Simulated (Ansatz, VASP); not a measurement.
# Ga in VASP and in Ansatz

The input INCAR:

```
SYSTEM = Ga
ALGO = Normal ; EDIFF = 1E-6
ENCUT = 520 ; GGA = PS
ISIF = 2 ; ISMEAR = 0
LASPH = .True. ; LCHARG = .True.
LELF = .True. ; LREAL = .False.
LVHAR = .True. ; LWAVE = .False.
NBANDS = 12 ; NELM = 80
PREC = Accurate ; SIGMA = 0.05
```

KPOINTS

```
k-points
0
Gamma
  13 13 13
  0 0 0
```

POSCAR

```
Ga
1.0
   -1.3843987196      1.3843987196      2.3112238365
    1.3843987196     -1.3843987196      2.3112238365
    1.3843987196      1.3843987196     -2.3112238365
Ga
1
Direct
    0.0000000000      0.0000000000      0.0000000000
```

input.yaml

```yaml
crystal:
  lattice:
    - [-1.3843987196, 1.3843987196, 2.3112238365]
    - [1.3843987196, -1.3843987196, 2.3112238365]
    - [1.3843987196, 1.3843987196, -2.3112238365]
  atoms:
    - { symbol: Ga, position: [0.0, 0.0, 0.0] }
kpoints:
  mp_grid: { grid: [13, 13, 13] }
scf:
  occupations: { method: gaussian, width: 0.05 }
hamiltonian:
  xc: pbesol
  pseudopotentials: { kind: all_electron, lapw: { basis_error: 0.001 } }
output:
  forces: true
  stress: true
  eigenvalues: true
```

This isn't the form of Ga at room conditions, which is orthorhombic.

Alike in both runs: task single point; functional PBEsol; k mesh 13 × 13 × 13; occupations gaussian, width 0.05 eV; no spin polarisation.

```csv
,VASP,Ansatz
version,VASP 6.6.1,Ansatz 0.2.0
potentials or method,"VASP PAW PBE potentials, release 64 (Ga_d)","all-electron LAPW, scalar-relativistic"
plane-wave cutoff (eV),520,see its input
```

|  | VASP | Ansatz | Ansatz less VASP |
| --- | --- | --- | --- |
| gap on the k mesh at the Fermi level (eV) | none | none | - |
| pressure (GPa) | -0.3 | -0.3 | 0.00 |
| largest component of the traceless stress (GPa) | 0.05 | 0.06 | +0.007 |

A gap of «none» marks a metal or a gap that the smearing closes. Ansatz ran all-electron here, so the differences hold the error of VASP's frozen core and of both bases.

Caveats: the PAW data sets were made with another functional, which shifts forces and pressure a little (VASP).
